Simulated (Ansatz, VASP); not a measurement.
# InB26P26S (S_P-In_B): VASP beside Ansatz

Aim: how closely do two programs agree when they are given the same cell, functional and k mesh? The structure shown is the start of the Ansatz relaxation below; VASP solves that cell, so the two are compared at the walk's first step.

Main program and level: Ansatz 0.2.0; plane waves, with VASP 6.6.1 beside it; single point at r2SCAN.

## 1. Starting point

The cell holds 54 atoms: 26 B, 26 P, 1 S and 1 In. Its edges and angles: a = 9.623 Å, b = 9.623 Å, c = 9.623 Å, α = 60.0°, β = 60.0°, γ = 60.0°. It derives from BP (BP (F-43m)). Nearest the centre at fractional (0.292, 0.625, 0.625): In54 at 0.95 Å, S53 at 0.99 Å, P39 at 2.43 Å, P31 at 2.46 Å, B9 at 2.46 Å, B17 at 2.48 Å, P33 at 2.48 Å, B15 at 2.49 Å. The cell carries charge −1.

Structure file:

```xyz
54
Lattice="0.0000 6.8046 6.8046 6.8046 0.0000 6.8046 6.8046 6.8046 0.0000" Properties=species:S:1:pos:R:3 pbc="T T T"
B     6.8124   13.5601    6.8106
B     9.0232    2.2621    6.8019
B     4.5763   11.3327    6.7756
B     2.2359    0.0344    2.2516
B     4.5491    2.2879    2.3123
B     6.8317   11.3167    9.0384
B    11.3465   13.5665   11.3665
B     6.7721    2.2591    4.5733
B     9.1171   11.3479   11.3629
B     0.0485    2.2611    2.2581
B     2.2481    4.5199    2.3109
B    11.3119    6.7659    9.0601
B     9.0848    9.0427    4.5745
B     4.5479    4.4877    4.5350
B     6.7891    6.8521    4.5373
B    11.3318    9.1022    6.8439
B     6.7638    4.5646    6.7980
B     6.8030    4.5070   11.3005
B     9.0487    6.8401   11.3153
B     4.5596    9.0445    4.5705
B     2.2958    4.5170    6.7676
B     4.5370    6.7984    6.8542
B     6.7634    9.0671    6.7767
B    11.3051   11.3392    9.1075
B     6.8352    6.7919    9.0353
B     9.0437    9.0876    9.1107
P     3.3748    3.3802    3.4377
P     5.6794    5.7056    3.4367
P     7.9680    7.9031    3.4216
P     5.6580    3.3564    5.6858
P    10.1789    7.9337    5.6293
P     7.8999    3.4240    7.9157
P    10.1869    5.6279    7.9558
P    12.4308    7.9575    7.9249
P     3.4018    5.6944    5.7144
P     5.6643    7.9499    5.6221
P     7.8962   10.2319    5.6621
P     5.6392    5.7092    7.9338
P     7.9263    7.9212    7.8934
P    10.2263   10.1940    7.9829
P     7.9369    5.6815   10.2556
P    10.2077    7.9740   10.1715
P    12.4412   10.2245   10.1745
P     3.3877    7.9222    7.9836
P     5.6596   10.1597    7.9514
P     7.8898   12.4856    7.9393
P     5.6382    7.9193   10.2398
P     7.9093   10.2398   10.2304
P    10.2431   12.4827   10.1733
P     7.9618    7.9821   12.4838
P    10.2407   10.2419   12.4859
P    12.4741   12.5114   12.5093
S     7.9384    5.7022    5.6318
In    9.0446    6.8207    6.7665
```

## 2. Ansatz: relaxation, r2SCAN

Ansatz runs on its PAW soft_1 files.

The two programs are compared at the cell with which this relaxation starts, whose forces are those of its first step.

File input.yaml:

```yaml
crystal:
  lattice:
    - [0.0, 2.26818541, 2.26818541]
    - [2.26818541, 0.0, 2.26818541]
    - [2.26818541, 2.26818541, 0.0]
  atoms:
    - { symbol: B, position: [0.0, 0.0, 0.0] }
    - { symbol: P, position: [0.75, 0.75, 0.75] }
  supercell: [3, 3, 3]
  defects:
    - { substitution: { at: 9, symbol: S } }
    - { substitution: { at: 34, symbol: In } }
total_charge: -1
basis:
  ecutwfc: 500
  xc_grid: 2
hamiltonian:
  xc: r2scan
  pseudopotentials: { kind: paw, azcp: { folder: soft_1 } }
kpoints:
  mp_grid: { grid: [2, 2, 2], shift: [0.5, 0.5, 0.5] }
magnetization:
  spin_polarized: true
  initial_magnetization: 2
  spin_locking: { lock_magnetization: hard }
scf:
  occupations: { method: fixed }
  max_iter: 60
output:
  forces: true
  charged_corrections:
    epsilon: 9.31
    static_epsilon: 9.42
    defect_position: [0.291667, 0.625, 0.625]
relax:
  f_tol: 0.02
  max_steps: 80
  random_displacement: { amplitude: 0.05, seed: 2426 }
checkpoint:
  write: "../qm1_M2.relax.run"
  compress: false
  write_wavefunctions: true
  write_every: 100000
```

Command:

```bash
ansatz run input.yaml --threads 4 --pin off --max-ram 7536MiB --backend cpu --events-out ev --progress --plain --runs-dir out
```

Numbers of over 12 decimals in the logs are rounded to 6 here.

The log of the run:

```text
Warning: This run holds its total moment fixed (magnetization.spin_locking.lock_magnetization: hard) and mixes its density by anderson or broyden (scf.mixing.algorithm, typed or taken by auto). Slabs with a fixed moment have converged under broyden above another state at the same moment, at the default mixing steps and at smaller ones, and under scf.lower_state_search: standard, light or off a state that such a mixer [...]
Engine: ansatz 0.2.0, aarch64-unknown-linux-gnu
Pseudopotentials: kind: paw
Pseudopotential: B, paw, valence charge 3, recommended cutoff 500 eV (meta_gga), soft_1/B.paw.azcp
Pseudopotential: P, paw, valence charge 5, recommended cutoff 500 eV (meta_gga), soft_1/P.paw.azcp
Pseudopotential: S, paw, valence charge 6, recommended cutoff 500 eV (meta_gga), soft_1/S.paw.azcp
Pseudopotential: In, paw, valence charge 13, recommended cutoff 500 eV (meta_gga), soft_1/In.paw.azcp
Functional definition: r2SCAN
  parameter k0 = 0.174
  parameter k1 = 0.065
  parameter a1 = 4.9479
  exchange = r2scan_x(k0 = k0, k1 = k1, a1 = a1)
  correlation = r2scan_c
Crystal: 54 atoms, lattice volume = 630.129 Å³
Basis set: ecut = 500 eV, 16049 PW (Γ), exchange–correlation on 144×144×144 points (8 copies of the dense FFT grid, shifted against one another)
Bands: 169, of which v1, the nominal top of the filled ones, is band 114 counted from 1 (113 counted from 0)
Symmetry: 1 space group operations
k-points: 4 of 8 (time reversal used)
Non-local potential: B, projectors of the file, l = 0: 2, l = 1: 2, l = 2: 1
Non-local potential: P, projectors of the file, l = 0: 2, l = 1: 2, l = 2: 1
Non-local potential: S, projectors of the file, l = 0: 2, l = 1: 2, l = 2: 1
Non-local potential: In, projectors of the file, l = 0: 2, l = 1: 2, l = 2: 2, l = 3: 1
PAW form: soft (Blöchl's): semilocal exchange-correlation on the pseudo side does not see the compensation charge
PAW frozen core: B, regenerated for the run's functional (the file was generated under x = pbe(κ = 0.804, μ = 0.219515), c = pbe(β = 0.066725))
PAW frozen core: P, regenerated for the run's functional (the file was generated under x = pbe(κ = 0.804, μ = 0.219515), c = pbe(β = 0.066725))
PAW frozen core: S, regenerated for the run's functional (the file was generated under x = pbe(κ = 0.804, μ = 0.219515), c = pbe(β = 0.066725))
PAW frozen core: In, regenerated for the run's functional (the file was generated under x = pbe(κ = 0.804, μ = 0.219515), c = pbe(β = 0.066725))
PAW one-centre angular grid: B, 302 points (default); XC on 223 of its mesh's 2233 points in the sphere
PAW one-centre angular grid: P, 302 points (default); XC on 160 Gauss nodes
PAW one-centre angular grid: S, 302 points (default); XC on 160 Gauss nodes
PAW one-centre angular grid: In, 590 points (default); XC on 160 Gauss nodes
Initial density: superposition of atomic densities (chi_scale 0.1, normalization cell, long waves kept (reshape's long-wave potential 0.09 eV rms))
Starting moments: Σ|m| = 2 μB on 54 of 54 sites
Initial wavefunctions: pseudopotential atomic-orbital guess
Functional: x = r2scan, c = r2scan; τ floored in thin density (d = 2e-4 eV/Å³)
SCF iter   1: F=—  HF=-30335.747605 eV  |F-HF|=—  |Δ(HF+E_count)|=         —  Δρ=4.29e-2 (↑4.20e-2 ↓4.29e-2)  dr2=5.64e1  dr2_τ=1.43e0  dr2_m=4.78e-3  M=2.000 μB ∫|m|=2.000 μB  β_m=1.20  ethr=3.10e-3  ⟨swp⟩=7.2  Hψ=5299  notcnv=0  defer=404
preconditioner: auto → Resta (q_TF=auto, 2.303 Å⁻¹)  ε∞=4.5  [insulator: Δε(μ)=0.036 eV  Ē_g=12.015 eV  n_scr=136 (ndim 8)  ℏωp=22.3 eV  f_vac=0.000  ε∞_Penn≈4.5]
spin=Collinear: Resta preconditioning applied to the charge; magnetization (m = ρ↑ − ρ↓) channel mixes plain (no charge-response kernel on spin).
SCF iter   2: F=—  HF=-30328.493784 eV  |F-HF|=—  |Δ(HF+E_count)|=    7.25e0  Δρ=2.92e-2 (↑2.91e-2 ↓2.92e-2)  dr2=2.37e1  dr2_τ=5.01e-2  dr2_m=2.21e-3  M=2.000 μB ∫|m|=2.003 μB  β_m=1.20  ethr=3.10e-3  ⟨swp⟩=3.1  Hψ=2415  notcnv=0  defer=401  κ⁻¹=1.0e0(r=1)
SCF iter   3: F=—  HF=-30324.949284 eV  |F-HF|=—  |Δ(HF+E_count)|=    3.54e0  Δρ=1.13e-2 (↑1.13e-2 ↓1.13e-2)  dr2=3.00e0  dr2_τ=1.12e-2  dr2_m=1.65e-3  M=2.000 μB ∫|m|=2.021 μB  β_m=1.20  ethr=3.10e-3  ⟨swp⟩=6.0  Hψ=2104  notcnv=0  defer=410  κ⁻¹=5.5e-2(r=2)
[...]
k-point 2 ↑: bands = [... 110 lower, 8.6333, 8.9025, 9.3925, 11.1580, 11.8190, 12.1204, 12.1827, 12.2717, ... 51 higher]
  k-point 3 ↓: bands = [... 110 lower, 8.6692, 8.9557, 9.4349, 11.2851, 11.9648, 12.1903, 12.2836, 12.3375, ... 51 higher]
--- Relaxed structure (7 steps of the walk, 6 accepted, 0 SCFs on fresh bases) ---
  F+E_penalty+E_count = -30334.46928782 eV   max|allowed force component| = 9.175e-3 eV/Å
  atoms:
    - { symbol: B, position: [0.000533658, 0.00018496, -0.000337586] }
    - { symbol: P, position: [0.251988, 0.248783, 0.248385] }
    - { symbol: B, position: [0.000732793, 0.000132634, 0.332363] }
    - { symbol: P, position: [0.251250, 0.248750, 0.583088] }
    - { symbol: B, position: [-0.00516432, 0.00592597, 0.665929] }
    - { symbol: P, position: [0.250256, 0.249927, 0.916461] }
    - { symbol: B, position: [0.000675601, 0.332837, -0.00030582] }
    - { symbol: P, position: [0.251341, 0.583672, 0.248104] }
    - { symbol: B, position: [0.000593256, 0.333058, 0.332769] }
    - { symbol: S, position: [0.236528, 0.568192, 0.567164] }
    - { symbol: B, position: [0.000850143, 0.332907, 0.666608] }
    - { symbol: P, position: [0.235565, 0.568022, 0.959020] }
    - { symbol: B, position: [-0.00527702, 0.666494, 0.00539613] }
    - { symbol: P, position: [0.250205, 0.916888, 0.249546] }
    - { symbol: B, position: [0.00098034, 0.667027, 0.332378] }
    - { symbol: P, position: [0.235532, 0.959255, 0.567628] }
    - { symbol: B, position: [-0.00950106, 0.668729, 0.668198] }
    - { symbol: P, position: [0.250269, 0.916579, 0.915983] }
    - { symbol: B, position: [0.334236, -0.000334405, -0.000920406] }
    - { symbol: P, position: [0.584270, 0.249681, 0.249208] }
    - { symbol: B, position: [0.334316, 0.00556116, 0.326615] }
    - { symbol: P, position: [0.584668, 0.250064, 0.582061] }
    - { symbol: B, position: [0.334203, 0.0049927, 0.665970] }
    - { symbol: P, position: [0.584252, 0.249633, 0.916288] }
    - { symbol: B, position: [0.334331, 0.327011, 0.00519058] }
    - { symbol: P, position: [0.584628, 0.582466, 0.249630] }
    - { symbol: B, position: [0.334705, 0.333170, 0.332544] }
    - { symbol: P, position: [0.626839, 0.567834, 0.567537] }
    - { symbol: B, position: [0.336338, 0.323056, 0.668065] }
    - { symbol: P, position: [0.584435, 0.582486, 0.915921] }
    - { symbol: B, position: [0.334237, 0.666518, 0.00450171] }
    - { symbol: P, position: [0.584360, 0.916738, 0.249127] }
    - { symbol: B, position: [0.336150, 0.668374, 0.322956] }
    - { symbol: P, position: [0.584386, 0.916494, 0.581981] }
    - { symbol: In, position: [0.334643, 0.667059, 0.666873] }
    - { symbol: P, position: [0.584421, 0.916482, 0.915847] }
    - { symbol: B, position: [0.667343, -0.000136398, -0.00039974] }
    - { symbol: P, position: [0.917594, 0.249709, 0.249126] }
    - { symbol: B, position: [0.667914, 9.538798780883706e-5, 0.332386] }
    - { symbol: P, position: [0.916796, 0.249087, 0.583268] }
    - { symbol: B, position: [0.667343, -0.000558957, 0.666130] }
    - { symbol: P, position: [0.917575, 0.249808, 0.915831] }
    - { symbol: B, position: [0.667971, 0.332829, -0.000407244] }
    - { symbol: P, position: [0.916631, 0.583949, 0.248564] }
    - { symbol: B, position: [0.667858, 0.332978, 0.332428] }
    - { symbol: P, position: [0.916693, 0.583369, 0.582965] }
    - { symbol: B, position: [0.673621, 0.327137, 0.665919] }
    - { symbol: P, position: [0.917643, 0.582581, 0.916490] }
    - { symbol: B, position: [0.667397, 0.666555, -0.00101599] }
    - { symbol: P, position: [0.917525, 0.916400, 0.249263] }
    - { symbol: B, position: [0.673429, 0.666443, 0.326718] }
    - { symbol: P, position: [0.917728, 0.916957, 0.582106] }
    - { symbol: B, position: [0.672744, 0.666390, 0.665943] }
    - { symbol: P, position: [0.917440, 0.916521, 0.916143] }
```

## 3. VASP: single point, r2SCAN, start cell

The same cell, functional and mesh now go to VASP, with its own data sets.

Lines of VASP's logs that name or quote its potential files are left out, and so is its time.

File INCAR:

```
SYSTEM = InB26P26S
PREC = Accurate
ENCUT = 460
EDIFF = 1E-06
NELM = 200
ISMEAR = 0
SIGMA = 0.01
LREAL = Auto
ALGO = Normal
METAGGA = R2SCAN
LASPH = .TRUE.
NELECT = 228
NBANDS = 151
ISPIN = 2
MAGMOM = 0.01 0.01 0.01 0.01 0.01 0.01 0.01 0.01 0.04 0.01 0.01 0.01 0.01 0.01 0.04 0.01 0.04 0.01 0.01 0.01 0.01 0.01 0.01 0.01 0.01 0.01 0.01 0.01 0.01 0.01 0.01 0.01 0.01 0.01 0.01 0.01 0.01 0.01 0.01 0.01 0.01 0.01 0.01 0.01 0.01 0.01 0.01 0.01 0.01 0.01 0.01 0.01 0.04 0.01
LORBIT = 11
LWAVE = .FALSE.
LCHARG = .FALSE.
ISIF = 2
ISYM = 0
NUPDOWN = 2
GGA_COMPAT = .FALSE.
LMIXTAU = .TRUE.
```

File POSCAR:

```
InB26P26S
1.0
    0.0000000000      6.8045562257      6.8045562257
    6.8045562257      0.0000000000      6.8045562257
    6.8045562257      6.8045562257      0.0000000000
B P S In
26 26 1 1
Direct
    0.9962698523      0.0046208744      0.9965273268
    0.0030015183      0.9966075672      0.3294422040
    0.9943341639      0.0014104520      0.6711233398
    0.0036802547      0.3272150933      0.0013691561
    0.0037574089      0.3360631354      0.3324752453
    0.9937060554      0.3345828037      0.6694072837
    0.9983385397      0.6720881345      0.9954022718
    0.0044295321      0.6676671996      0.3275664020
    0.9988678174      0.6710239211      0.6688306848
    0.3285166476      0.0033418785      0.0037818778
    0.3367423861      0.0028710910      0.3275091609
    0.3316954736      0.9997762529      0.6626210954
    0.3330403078      0.3392285145      0.9958834200
    0.3288115236      0.3376548630      0.3307084879
    0.3380284362      0.3287694929      0.6689581729
    0.3390619349      0.6667257716      0.9985934424
    0.3379208612      0.6611191606      0.3328879099
    0.6616496875      0.9990790729      0.0006946081
    0.6691594351      0.9937355209      0.3360627680
    0.6653916655      0.0062871110      0.6637872993
    0.6605034702      0.3340705734      0.0033229206
    0.6698173031      0.3374749835      0.3292842951
    0.6672315357      0.3286773488      0.6652750525
    0.6717283021      0.6667204810      0.9946776838
    0.6607373576      0.6670882493      0.3374085574
    0.6726775925      0.6662273556      0.6628444751
    0.2529995995      0.2522086589      0.2437521192
    0.2544584015      0.2506051010      0.5840365438
    0.2466519409      0.2561908436      0.9147888258
    0.2486741889      0.5869179955      0.2445789916
    0.2486666939      0.5786207608      0.9172676796
    0.2527635812      0.9105369688      0.2504344065
    0.2496004065      0.9195934007      0.5774830672
    0.2536238871      0.9110217910      0.9158124047
    0.5883530633      0.2514307242      0.2484987182
    0.5810571430      0.2451724910      0.5872566656
    0.5876832180      0.2444246832      0.9160072007
    0.5881198372      0.5778354046      0.2509044592
    0.5796419883      0.5803816397      0.5844652271
    0.5842082670      0.5889575848      0.9139044184
    0.5878556025      0.9193071954      0.2470956877
    0.5832749952      0.9115341683      0.5885909921
    0.5847444518      0.9105079442      0.9178565498
    0.9198319174      0.2534384231      0.2444235810
    0.9149432812      0.2535999326      0.5781345424
    0.9210814478      0.2456742871      0.9138126417
    0.9200299465      0.5848086735      0.2437859935
    0.9229729011      0.5804859081      0.5818643962
    0.9121010679      0.5829646884      0.9223616929
    0.9187996678      0.9158271007      0.2542472929
    0.9175536645      0.9173811330      0.5876028307
    0.9219275720      0.9164505066      0.9167466317
    0.2495053966      0.5781456379      0.5884867973
    0.3337974476      0.6606149396      0.6685819544
```

File KPOINTS:

```
Points of the shifted mesh
8
Reciprocal
 0.2500000000  0.2500000000  0.2500000000 1
 0.2500000000  0.2500000000  0.7500000000 1
 0.2500000000  0.7500000000  0.2500000000 1
 0.2500000000  0.7500000000  0.7500000000 1
 0.7500000000  0.2500000000  0.2500000000 1
 0.7500000000  0.2500000000  0.7500000000 1
 0.7500000000  0.7500000000  0.2500000000 1
 0.7500000000  0.7500000000  0.7500000000 1
```

Potentials, in the order of the species: B, P, S and In_d (PBE family, release 64).

Command:

```bash
export OMP_NUM_THREADS=4
mpirun -np 1 vasp_std
```

The log of the run:

```text
[banner, memory and clock lines left out]
running    1 mpi-ranks, on    1 nodes
[...]
Offloading initialized ...    1 GPUs detected
[...]
|                                                                             |
|               ----> ADVICE to this user running VASP <----                  |
|                                                                             |
|     You enforced a specific xc type in the INCAR file but a different       |
|     [... a line on the potential file left out ...]
|     I HOPE YOU KNOW WHAT YOU ARE DOING!                                     |
|                                                                             |

 LDA part: xc-table for (None), standard interpolation
 POSCAR, INCAR and KPOINTS ok, starting setup
[...]
entering main loop
       N       E                     dE             d eps       ncg     rms          rms(c)
DAV:   1     0.871277975464E+03    0.87128E+03   -0.95567E+04  4832   0.131E+03
DAV:   2    -0.368460841262E+03   -0.12397E+04   -0.11539E+04  5616   0.268E+02
DAV:   3    -0.502852014106E+03   -0.13439E+03   -0.13020E+03  5854   0.951E+01
DAV:   4    -0.509712547784E+03   -0.68605E+01   -0.67965E+01  6312   0.221E+01
DAV:   5    -0.509963973357E+03   -0.25143E+00   -0.25038E+00  7248   0.423E+00BRMIX: very serious problems
 the old and the new charge density differ
 old charge density:   227.00000 new  228.00000
    0.484E+01
DAV:   6    -0.457563170138E+03    0.52401E+02   -0.25932E+01  7328   0.249E+01    0.273E+01
DAV:   7    -0.456180319002E+03    0.13829E+01   -0.10533E+01  5856   0.700E+00    0.860E+00
DAV:   8    -0.456134109834E+03    0.46209E-01   -0.58846E-01  5968   0.251E+00    0.413E+00
DAV:   9    -0.456135860182E+03   -0.17503E-02   -0.15304E-01  6472   0.940E-01    0.363E+00
[...]
DAV:  15    -0.456142745385E+03   -0.35923E-05   -0.14656E-05  6032   0.105E-02    0.300E-02
DAV:  16    -0.456142748300E+03   -0.29149E-05   -0.30344E-06  4352   0.421E-03    0.854E-03
DAV:  17    -0.456142748513E+03   -0.21355E-06   -0.44904E-07  3216   0.299E-03
   1 F= -.45614275E+03 E0= -.45614274E+03  d E =-.798770E-05  mag=     2.0000
```

OUTCAR, selected parts (step 3):

```text
  FREE ENERGIE OF THE ION-ELECTRON SYSTEM (eV)
  ---------------------------------------------------
  free  energy   TOTEN  =      -456.1427485133 eV

  energy  without entropy=     -456.1427405256  energy(sigma->0) =     -456.14274452

 magnetization (x)
# of ion       s       p       d       tot
------------------------------------------
    1        0.004   0.004   0.000   0.008
    2        0.009   0.006   0.000   0.015
    3        0.006   0.003   0.000   0.009
    4        0.006   0.004   0.000   0.011
    5        0.007   0.003   0.000   0.010
    6        0.004   0.003   0.000   0.008
    7        0.005   0.002   0.000   0.008
    8        0.004   0.003   0.000   0.007
    9        0.018   0.023   0.000   0.041
   10        0.012   0.008   0.000   0.020
   11        0.005   0.003   0.000   0.007
   12        0.004   0.003   0.000   0.008
   13        0.007   0.002   0.000   0.009
[...]
--------------------------------------------------
tot          0.307   0.271   0.016   0.593

[... 1 further part left out ...]
```

The run ends at a pressure of 13.39 GPa, with forces up to 16 eV/Å.

## 4. Side by side

Known differences besides the potentials themselves: VASP starts from the moments at which Ansatz ended; VASP keeps PBE cores, Ansatz makes them for the functional; fixed occupations in Ansatz, narrow Gaussian smearing in VASP; the cutoff is 500 eV in Ansatz and 460 eV in VASP (PREC = Accurate, projectors in real space). Total energies have different zeros and are not compared.

Forces on 9 of the 54 atoms, those with the largest forces and the largest differences (eV/Å; atoms numbered as in POSCAR):

```tsv
atom	Ansatz x, y, z	VASP x, y, z
B1	-0.284, 1.715, -0.137	-0.279, 1.735, -0.096
B17	-0.358, -0.749, 0.258	-0.276, -0.545, 0.131
B20	-0.737, 1.061, -1.308	-0.677, 1.060, -1.318
P31	9.326, 8.042, -7.505	9.257, 7.991, -7.371
P32	0.515, 0.080, 0.297	0.681, -0.079, 0.339
P33	6.385, -6.708, 6.061	6.315, -6.678, 6.024
P39	-9.290, 9.530, 9.741	-9.215, 9.476, 9.655
S53	-8.927, -9.190, -8.688	-8.821, -9.284, -8.445
In54	3.603, -2.015, 2.300	3.466, -2.047, 2.185
```

The forces differ by 68 meV/Å r.m.s., which is 2.8 % of the r.m.s. force of 2.382 eV/Å (both taken over all components). Moments aren't recorded for both runs of this pair, so they may hold unlike magnetic states. The cell carries a charge of -1 e against a uniform background, so its pressure also hangs on how the neutralising background is counted, and in a defect's cell a gap may be the spacing between its levels.

## 5. Results

| Quantity | Value |
| --- | --- |
| r.m.s. force difference (single point, r2SCAN, start cell) | 2.8 % of the r.m.s. force |

**Reading.** The r.m.s. force difference is 2.8 % of the r.m.s. force (single point, r2SCAN, start cell), within the 3 % picked in this series as the mark of a large difference. 1 further run of this series is not shown here. How closely two codes agree says nothing of how well the functional describes the real material.

[Lines on the potential files, build, host, timing and source positions are cut from VASP's logs without a mark.]

[Logs are printed without paths, hosts, clocks, repeated set-up lines and the standing remarks that a program may print on its own settings, such as how far it seeks lower states.]

[Hosts, paths, dates, database ids (printed as entryN), source tags and the programs' standing remarks are cut or masked in the printed files.]
